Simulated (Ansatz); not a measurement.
Crystal: NiO2.

```
Ni O
1.0
     1.40213    0.80952    6.97429
    -1.40213    0.80952    6.97429
     0.00000   -1.61904    6.97429
Ni O
1 2
Direct
  0.00000 0.00000 0.00000
  0.37879 0.37879 0.37879
  0.62121 0.62121 0.62121
```

The cell comes from a database or a generator and needn't be the stable form of this composition.

```yaml
Program: Ansatz 0.2.0
Task: relaxation of cell and atoms
Functional: PBEsol
Dispersion: D4
Potentials_or_basis: Ansatz PAW
Cutoff: "420 eV (not typed: the program's choice for these potentials)"
k_mesh: 11 × 11 × 11
Occupations: fermi-dirac, width 0.05 eV
Spin: collinear spin, ferromagnetic start
Starting_moments: "[1.0, 0.0, 0.0] μB"
```

At the start: volume 15.83 Å³/atom.

Q: How do energy, volume and symmetry change on relaxing?

A: It ends after 22 steps and the volume is 10.61 Å³/atom (-33.0 %); space group R-3m (No. 166, to 0.05 Å); moment 0.00 μB per cell.

Step by step:
| step | energy change (eV) | largest force (eV/Å) | volume (Å³) |
| --- | --- | --- | --- |
| 1 | 0.0000 | 0.5037 | 47.50 |
| 2 | -0.0186 | 0.2913 | 46.61 |
| 3 | -0.0327 | 0.0318 | 45.08 |
| 4 | -0.0342 | 0.0274 | 44.84 |
| 5 | -0.0368 | 0.0084 | 44.38 |
| 6 | -0.0483 | 0.0690 | 42.22 |
| 7 | -0.0616 | 0.1378 | 39.96 |
| 8 | -0.0754 | 0.2681 | 37.71 |
| 9 | -0.0939 | 0.2546 | 35.49 |
| 10 | -0.1069 | 0.0703 | 34.29 |
| 11 | -0.1128 | 0.0247 | 33.50 |
| 12 | -0.1155 | 0.0005 | 33.07 |
| 13 | -0.1158 | 0.0010 | 33.02 |
| 14 | -0.1023 | 0.0005 | 33.02 |
| 15 | -0.1110 | 0.0237 | 31.83 |
| 16 | -0.1102 | 0.0019 | 32.03 |
| 17 | -0.1096 | 0.0003 | 32.14 |
| 18 | -0.1055 | 0.0002 | 32.14 |
| 19 | -0.1074 | 0.0007 | 31.87 |
| 20 | -0.1059 | 0.0007 | 31.87 |
| 21 | -0.1062 | 0.0002 | 31.83 |
| 22 | -0.1059 | 0.0002 | 31.83 |

Final structure:
```xyz
3
Lattice="1.3905 0.8028 4.7518 -1.3905 0.8028 4.7518 0.0000 -1.6056 4.7518" Properties=species:S:1:pos:R:3 pbc="T T T"
Ni    0.0000    0.0000    0.0000
O     0.0000    0.0000    5.6846
O     0.0000    0.0000    8.5707
```

Caveat: the volume moved by over 15 % at a fixed basis, so the end points are rough; the plane-wave basis is chosen anew once the cell has moved, so the energies of steps on either side of that aren't comparable; the pressure holds a Pulay correction of +0.9 GPa for the finite cutoff; the PAW data sets come from PBE, with cores solved anew for the run's functional, which leaves a small shift of forces and pressure; the starting moments weren't kept.
